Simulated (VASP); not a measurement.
# WC (Qusongite) (P-6m2) in VASP: settings compared

Aim: see how the results for WC (Qusongite) move with the level of theory and the settings. Levels: HSE06, r2SCAN50, TPSS, revTPSS, MS2. Tasks: band structure.

Program: VASP 6.6.1. These are calculated values, not measurements. Logs are shortened: lines on timing, memory, paths and dates and some standing lists are left out, and cuts for length are marked.

## (1) Starting point

It takes space group P-6m2 (No. 187, hexagonal). Conventional cell: a = 2.907 Å, b = 2.907 Å, c = 2.837 Å, α = 90.00°, β = 90.00°, γ = 120.00°. Around W (site symmetry -6m2) lie 6 C at 2.20 Å. C (site symmetry -6m2) is surrounded by 6 W at 2.20 Å.

## (2) Band structure, HSE06

File POSCAR:

```
WC
1.0
    2.9065000000      0.0000000000      0.0000000000
   -1.4532500000      2.5171028361      0.0000000000
    0.0000000000      0.0000000000      2.8366000000
W C
1 1
Direct
    0.0000000000      0.0000000000      0.0000000000
    0.6666666667      0.3333333333      0.5000000000
```

File INCAR.step1:

```
SYSTEM = WC
  ALGO = Normal
  EDIFF = 1E-5
  ENCUT = 520
  GGA = PE
  ISIF = 2
  ISMEAR = -1
  LASPH = .TRUE.
  LCHARG = .FALSE.
  LMAXMIX = 4
  LREAL = .FALSE.
  LWAVE = .TRUE.
  NBANDS = 16
  NELM = 100
  PREC = Accurate
  SIGMA = 0.05
```

File INCAR.step2:

```
SYSTEM = WC
  ALGO = Normal
  EDIFF = 1E-7
  ENCUT = 520
  GGA = PE
  HFSCREEN = 0.2
  ISIF = 2
  ISMEAR = -1
  ISTART = 1
  LASPH = .TRUE.
  LCHARG = .FALSE.
  LHFCALC = .TRUE.
  LMAXMIX = 4
  LREAL = .FALSE.
  LWAVE = .FALSE.
  NBANDS = 16
  NELM = 100
  PREC = Accurate
  PRECFOCK = Fast
  SIGMA = 0.05
```

File KPOINTS:

```
k-points
0
G
  5 5 5
  0 0 0
```

File KPOINTS_OPT:

```
path GMKGALHA,LM,KH
12
line-mode
reciprocal
 0.0000000000  0.0000000000  0.0000000000  G
 0.5000000000  0.0000000000  0.0000000000  M

 0.5000000000  0.0000000000  0.0000000000  M
 0.3333333333  0.3333333333  0.0000000000  K

 0.3333333333  0.3333333333  0.0000000000  K
 0.0000000000  0.0000000000  0.0000000000  G

 0.0000000000  0.0000000000  0.0000000000  G
 0.0000000000  0.0000000000  0.5000000000  A

 0.0000000000  0.0000000000  0.5000000000  A
 0.5000000000  0.0000000000  0.5000000000  L

 0.5000000000  0.0000000000  0.5000000000  L
 0.3333333333  0.3333333333  0.5000000000  H

 0.3333333333  0.3333333333  0.5000000000  H
 0.0000000000  0.0000000000  0.5000000000  A

 0.5000000000  0.0000000000  0.5000000000  L
 0.5000000000  0.0000000000  0.0000000000  M

 0.3333333333  0.3333333333  0.0000000000  K
 0.3333333333  0.3333333333  0.5000000000  H
```

Potentials or basis: VASP PAW PBE potentials, release 64 (W_sv, C).

On the command line:

```bash
cat potpaw_PBE.64/W_sv/POTCAR potpaw_PBE.64/C/POTCAR > POTCAR
cp INCAR.step1 INCAR
mpirun -np 1 vasp_std > vasp.out
cp INCAR.step2 INCAR
mpirun -np 1 vasp_std > vasp.out
```

OUTCAR:

```text
SYSTEM = WC
   EDIFF = 1E-7
   ENCUT = 520
   GGA = PE
   HFSCREEN = 0.2
   ISIF = 2
   ISMEAR = -1
   ISTART = 1
   LASPH = .TRUE.
   LHFCALC = .TRUE.
   LREAL = .FALSE.
   NELM = 100
   PREC = Accurate
   PRECFOCK = Fast

 ion  position               nearest neighbor table
   1  0.000  0.000  0.000-   2 2.20   2 2.20   2 2.20   2 2.20   2 2.20   2 2.20
   2  0.667  0.333  0.500-   1 2.20   1 2.20   1 2.20   1 2.20   1 2.20   1 2.20

  LATTYP: Found a hexagonal cell.
 ALAT       =     2.9065000000
 C/A-ratio  =     0.9759504559

  Lattice vectors:

 A1 = (   2.9065000000,   0.0000000000,   0.0000000000)
 A2 = (  -1.4532500000,   2.5171028361,   0.0000000000)
 A3 = (   0.0000000000,   0.0000000000,   2.8366000000)

Analysis of symmetry for initial positions (statically):
=====================================================================
 Subroutine PRICEL returns:
 Original cell was already a primitive cell.

 Routine SETGRP: Setting up the symmetry group for a
 hexagonal supercell.

 Subroutine GETGRP returns: Found 12 space group operations
 (whereof 12 operations were pure point group operations)
 out of a pool of 24 trial point group operations.

The static configuration has the point symmetry D_3h.

Analysis of symmetry for dynamics (positions and initial velocities):
=====================================================================
 Subroutine PRICEL returns:
 Original cell was already a primitive cell.

 Routine SETGRP: Setting up the symmetry group for a
 hexagonal supercell.

 Subroutine GETGRP returns: Found 12 space group operations
 (whereof 12 operations were pure point group operations)
 out of a pool of 24 trial point group operations.

The dynamic configuration has the point symmetry D_3h.

 Subroutine INISYM returns: Found 12 space group operations
 (whereof 12 operations are pure point group operations),
 and found     1 'primitive' translations

----------------------------------------------------------------------------------------

                                     Primitive cell

  volume of cell :      20.7525

  direct lattice vectors                    reciprocal lattice vectors
     2.906500000  0.000000000  0.000000000     0.344056425  0.198641070  0.000000000
    -1.453250000  2.517102836  0.000000000     0.000000000  0.397282139  0.000000000
     0.000000000  0.000000000  2.836600000     0.000000000  0.000000000  0.352534725

  length of vectors
     2.906500000  2.906500000  2.836600000     0.397282139  0.397282139  0.352534725

  position of ions in fractional coordinates (direct lattice)
     0.000000000  0.000000000  0.000000000
     0.666666667  0.333333333  0.500000000

  ion indices of the primitive-cell ions
   primitive index   ion index
                 1           1
                 2           2

----------------------------------------------------------------------------------------

 KPOINTS: k-points

Automatic generation of k-mesh.
 Grid dimensions read from file:
 generate k-points for:    5    5    5

 Generating k-lattice:

  Cartesian coordinates                     Fractional coordinates (reciprocal lattice)
     0.068811285  0.039728214  0.000000000     0.200000000  0.000000000  0.000000000
     0.000000000  0.079456428  0.000000000     0.000000000  0.200000000  0.000000000
     0.000000000  0.000000000  0.070506945     0.000000000  0.000000000  0.200000000

  Length of vectors
     0.079456428  0.079456428  0.070506945

  Shift w.r.t. Gamma in fractional coordinates (k-lattice)
     0.000000000  0.000000000  0.000000000

 Subroutine IBZKPT returns following result:
 ===========================================

 Found     15 irreducible k-points:

 Following reciprocal coordinates:
            Coordinates               Weight
  0.000000  0.000000  0.000000      1.000000
  0.200000 -0.000000  0.000000      6.000000
  0.400000  0.000000  0.000000      6.000000
  0.200000  0.200000  0.000000      6.000000
  0.400000  0.200000  0.000000      6.000000
  0.000000  0.000000  0.200000      2.000000
  0.200000 -0.000000  0.200000     12.000000
  0.400000  0.000000  0.200000     12.000000
  0.200000  0.200000  0.200000     12.000000
  0.400000  0.200000  0.200000     12.000000
  0.000000  0.000000  0.400000      2.000000
  0.200000 -0.000000  0.400000     12.000000
  0.400000  0.000000  0.400000     12.000000
  0.200000  0.200000  0.400000     12.000000
  0.400000  0.200000  0.400000     12.000000
   k-points           NKPTS =     15   k-points in BZ     NKDIM =    125   number of bands    NBANDS=     16
   number of dos      NEDOS =    301   number of ions     NIONS =      2
   total plane-waves  NPLWV =  13824
   dimension x,y,z NGX =    24 NGY =   24 NGZ =   24
   dimension x,y,z NGXF=    48 NGYF=   48 NGZF=   48
   ions per type =               1   1
   NGX,Y,Z   is equivalent  to a cutoff of  13.73, 13.73, 14.07 a.u.
   NGXF,Y,Z  is equivalent  to a cutoff of  27.46, 27.46, 28.13 a.u.
 SYSTEM =  WC
   PREC   = accura    normal or accurate (medium, high low for compatibility)
   ISTART =      1    job   : 0-new  1-cont  2-samecut
   ICHARG =      0    charge: 1-file 2-atom 10-const
   ISPIN  =      1    spin polarized calculation?
   LNONCOLLINEAR =      F non collinear calculations
   LSORBIT =      F    spin-orbit coupling
   LASPH  =      T    aspherical Exc in radial PAW
   ENCUT  =  520.0 eV  38.22 Ry    6.18 a.u.   5.40  5.40  5.27*2*pi/ulx,y,z
   NELM   =    100;   NELMIN=  2; NELMDL=  0     # of ELM steps
   EDIFF  = 0.1E-06   stopping-criterion for ELM
   LREAL  =      F    real-space projection
   EDIFFG = 0.1E-05   stopping-criterion for IOM
   NSW    =      0    number of steps for IOM
   IBRION =     -1    ionic relax: 0-MD 1-quasi-New 2-CG
   NFREE  =      0    steps in history (QN), initial steepest desc. (CG)
   ISIF   =      2    stress and relaxation
   ISYM   =      3    0-nonsym 1-usesym 2-fastsym
   POTIM  = 0.5000    time-step for ionic-motion
   TEBEG  =    0.0;   TEEND  =   0.0 temperature during run
   PSTRESS=    0.0 pullay stress
   NELECT =      18.0000    total number of electrons
   NUPDOWN=      -1.0000    fix difference up-down
   EMIN   =  10.00;   EMAX   =-10.00  energy-range for DOS
   EFERMI =   0.00;   METHOD = LEGACY
   ISMEAR =    -1;   SIGMA  =   0.05  broadening in eV -4-tet -1-fermi 0-gaus
   EFERMI_NEDOS =   21; number of points for ismear=-14 and -15
   IALGO  =     38    algorithm
   IMIX   =      1    mixing-type and parameters
     AMIX     =   0.40;   BMIX     =  1.00
     AMIX_MAG =   1.60;   BMIX_MAG =  1.00
  volume/ion in A,a.u.               =      10.38        70.02
  Fermi-wavevector in a.u.,A,eV,Ry     =   1.561262  2.950358 33.164744  2.437540
  Thomas-Fermi vector in A             =   2.664353
   LORBIT       =      0    0 simple, 1 ext, 2 COOP (PROOUT), +10 PAW based schemes
   GGA     = PE    functional components
   LHFCALC =     T    Hartree Fock is set to
   PRECFOCK=fast      Normal, Fast or Accurate (Low or Medium for compatibility)
   ENCUT4O =  -1.0   cutoff for four orbital integrals eV
   NKREDX  =     1    reduce k-point grid by
   NKREDY  =     1    reduce k-point grid by
   NKREDZ  =     1    reduce k-point grid by
   AEXX    =    0.2500 exact exchange contribution
   HFSCREEN=    0.2000 screening length (either q_TF or 0.3 A-1)
   HFSCREENC=   0.2000 screening length for correlation (either q_TF or 0.3 A-1)
   ENCUTFOCK=  -1.0 apply spherical cutoff to Coloumb kernel
   IVDW    =     0    specifies the selected vdW correction
   LEPSILON=     F    determine dielectric tensor
   LRPA    =     F    only Hartree local field effects (RPA)
 non-spin polarized calculation
  energy-cutoff  :      520.00
  volume of cell :       20.75
 maximum number of plane-waves:       575
 NGX is ok and might be reduce to    24
  NGX = 14; NGY = 14; NGZ = 14

 number of electron      18.0000000 magnetization

 Free energy of the ion-electron system (eV)
  ---------------------------------------------------
  ext. energy  EPLUGINS =         0.00000000
  ---------------------------------------------------
  free energy    TOTEN  =       -26.01248883 eV

  energy without entropy =      -26.01241345  energy(sigma->0) =      -26.01245114

 E-fermi :  11.1641     XC(G=0): -11.2197

 val. band max:       10.8435671297   @ k =   0.0000   0.0000   0.0000
 cond. band min:      11.4519052168   @ k =   0.0000   0.0000   0.2000
 fundamental gap:      0.6083380871
 Fermi energy:        11.1640709744

 k-point     1 :       0.0000    0.0000    0.0000
  band No.  band energies     occupation
      1     -67.3233      2.00000
      2     -29.8063      2.00000
      3     -29.6668      2.00000
      4     -29.6668      2.00000
      5      -5.4399      2.00000
      6       5.9024      2.00000
[... 8 lines left out ...]
     15      26.3547      0.00000
     16      28.7380      0.00000

 k-point     2 :       0.2000   -0.0000    0.0000
  band No.  band energies     occupation
      1     -67.2994      2.00000
      2     -30.0084      2.00000
      3     -29.7580      2.00000
      4     -29.7450      2.00000
      5      -4.3684      2.00000
      6       5.0920      2.00000
[... 8 lines left out ...]
     15      25.6798      0.00000
     16      30.5588      0.00000

 k-point     3 :       0.4000    0.0000    0.0000
  band No.  band energies     occupation
      1     -67.2607      2.00000
      2     -30.5286      2.00000
      3     -29.8692      2.00000
      4     -29.6807      2.00000
      5      -2.2505      2.00000
      6       3.1228      2.00000
[... 8 lines left out ...]
     15      26.0641      0.00000
     16      29.3935      0.00000
[... 191 lines left out ...]
 k-point    14 :       0.2000    0.2000    0.4000
  band No.  band energies     occupation
      1     -67.2256      2.00000
      2     -30.4253      2.00000
      3     -30.2369      2.00000
      4     -29.8449      2.00000
      5      -1.7612      2.00000
      6       3.9295      2.00000
[... 8 lines left out ...]
     15      25.9900      0.00000
     16      28.2166      0.00000

 k-point    15 :       0.4000    0.2000    0.4000
  band No.  band energies     occupation
      1     -67.2063      2.00000
      2     -30.3879      2.00000
      3     -30.3704      2.00000
      4     -29.9977      2.00000
      5      -1.6886      2.00000
      6       3.3262      2.00000
[... 8 lines left out ...]
     15      24.8961      0.00000
     16      25.7735      0.00000

------------------------ aborting loop because EDIFF is reached ----------------------------------------

  FORCE on cell =-STRESS in cart. coord.  units (eV):
  Direction    XX          YY          ZZ          XY          YZ          ZX
  --------------------------------------------------------------------------------------
  -------------------------------------------------------------------------------------
  Total       -0.2268915     -0.2268915     -0.8977685      0.0000000      0.0000000      0.0000000
  in kB      -17.5169879    -17.5169879    -69.3115434      0.0000000      0.0000000      0.0000000
  external PRESSURE =     -34.7818397 kB  Pullay stress =       0.0000000 kB

 VOLUME and BASIS-vectors are now :
 -----------------------------------------------------------------------------
  energy-cutoff  :      520.00
  volume of cell :       20.75
      direct lattice vectors                 reciprocal lattice vectors
     2.906500000  0.000000000  0.000000000     0.344056425  0.198641070  0.000000000
    -1.453250000  2.517102836  0.000000000     0.000000000  0.397282139  0.000000000
     0.000000000  0.000000000  2.836600000     0.000000000  0.000000000  0.352534725

 POSITION                                       TOTAL-FORCE (eV/Angst)
 -----------------------------------------------------------------------------------
      0.00000      0.00000      0.00000        -0.000000     -0.000000      0.000000
      1.45325      0.83903      1.41830         0.000000      0.000000      0.000000
 -----------------------------------------------------------------------------------
    total drift:                                0.000000      0.000000      0.000000

  FREE ENERGIE OF THE ION-ELECTRON SYSTEM (eV)
  ---------------------------------------------------
  free  energy   TOTEN  =       -26.0124888335 eV

  energy  without entropy=      -26.0124134453  energy(sigma->0) =      -26.01245114
```

Wall time 68 min (1 thread of AMD EPYC 7R43 (Zen 3), shared host); peak memory 0.22 GiB.

Results:

```yaml
Free_energy: -26.0125 eV
Pressure: -3.5 GPa
Band_gap_along_the_path: none (metal or under the smearing width)
```

Stress tensor (GPa, compression positive):
```
-1.75  0.00  0.00
 0.00 -1.75  0.00
 0.00  0.00 -6.93
```

Levels at the corners of the path, in eV from the Fermi level:
```tsv
point	band 7	band 8	band 9	band 10	band 11	band 12
Γ	-4.21	-4.21	-0.32	3.58	3.58	6.24
M	-4.48	-4.46	-1.02	2.59	4.95	5.37
M	-4.48	-4.46	-1.02	2.59	4.95	5.37
K	-5.63	-4.30	0.69	0.74	2.13	3.54
K	-5.63	-4.30	0.69	0.74	2.13	3.54
Γ	-4.21	-4.21	-0.32	3.58	3.58	6.24
Γ	-4.21	-4.21	-0.32	3.58	3.58	6.24
A	-2.69	-2.69	-0.87	-0.87	3.97	4.99
A	-2.69	-2.69	-0.87	-0.87	3.97	4.99
L	-5.31	-5.22	-0.33	4.84	5.74	7.22
L	-5.31	-5.22	-0.33	4.84	5.74	7.22
H	-6.53	-2.43	-1.30	4.72	7.05	8.29
H	-6.53	-2.43	-1.30	4.72	7.05	8.29
A	-2.69	-2.69	-0.87	-0.87	3.97	4.99
L	-5.31	-5.22	-0.33	4.84	5.74	7.22
M	-4.48	-4.46	-1.02	2.59	4.95	5.37
K	-5.63	-4.30	0.69	0.74	2.13	3.54
H	-6.53	-2.43	-1.30	4.72	7.05	8.29
```

Caveat: the k mesh is coarse (spacing up to 0.50 Å⁻¹), so the values aren't converged, least of all with exact exchange; the PAW data sets were made with another functional, which shifts forces and pressure a little; spin-orbit coupling is left out, which moves the levels of the heavy elements.

## (3) Band structure, r2SCAN50

POSCAR is that of step 2.

File INCAR.step1:

```
ALGO     = Normal         # electronic algorithm
EDIFF    = 1E-5           # SCF threshold, eV
ENCUT    = 520            # plane-wave cutoff, eV
GGA      = PE             # functional
ISIF     = 2              # what is computed and relaxed
ISMEAR   = -1             # smearing method
LASPH    = True           # aspherical terms in the spheres
LCHARG   = False          # write CHGCAR
LMAXMIX  = 4              # l up to which the mixer works
LREAL    = False          # projectors in reciprocal space
LWAVE    = True           # write WAVECAR
NBANDS   = 16             # bands
NELM     = 60             # most SCF steps
PREC     = Accurate       # precision mode
SIGMA    = 0.05           # smearing width, eV
```

File INCAR.step2:

```
AEXX     = 0.5            # exact-exchange fraction
ALGO     = Normal         # electronic algorithm
EDIFF    = 1E-7           # SCF threshold, eV
ENCUT    = 520            # plane-wave cutoff, eV
ISIF     = 2              # what is computed and relaxed
ISMEAR   = -1             # smearing method
ISTART   = 1            
LASPH    = True           # aspherical terms in the spheres
LCHARG   = False          # write CHGCAR
LHFCALC  = True           # exact exchange
LMAXMIX  = 4              # l up to which the mixer works
LMIXTAU  = True         
LREAL    = False          # projectors in reciprocal space
LWAVE    = False          # write WAVECAR
METAGGA  = R2SCAN         # meta-GGA
NBANDS   = 16             # bands
NELM     = 60             # most SCF steps
PREC     = Accurate       # precision mode
PRECFOCK = Fast         
SIGMA    = 0.05           # smearing width, eV
```

File KPOINTS:

```
k-points
0
Gamma
  5 5 5
```

KPOINTS_OPT is that of step 2.

Potentials or basis: VASP PAW PBE potentials, release 64 (W_sv, C).

On the command line:

```bash
cat potpaw_PBE.64/W_sv/POTCAR potpaw_PBE.64/C/POTCAR > POTCAR
cp INCAR.step1 INCAR
mpirun -np 1 vasp_std > vasp.out
cp INCAR.step2 INCAR
mpirun -np 1 vasp_std > vasp.out
```

It took 40 min on 1 thread of Intel Xeon Platinum 8488C (Sapphire Rapids), shared host; peak memory 0.17 GiB.

The run converged, but a check on its numbers failed (symmetry, net force, bounds or a known fault of this set-up), so they aren't taken as properties of the crystal.

Caveat: the k mesh is coarse (spacing up to 0.50 Å⁻¹), so the values aren't converged, least of all with exact exchange; an unscreened hybrid on a path of extra k points without a Coulomb cutoff has errors near the mesh points, so the bands along the path aren't reliable; the PAW data sets were made with another functional, which shifts forces and pressure a little; spin-orbit coupling is left out, which moves the levels of the heavy elements.

[end of part 1 of 2]
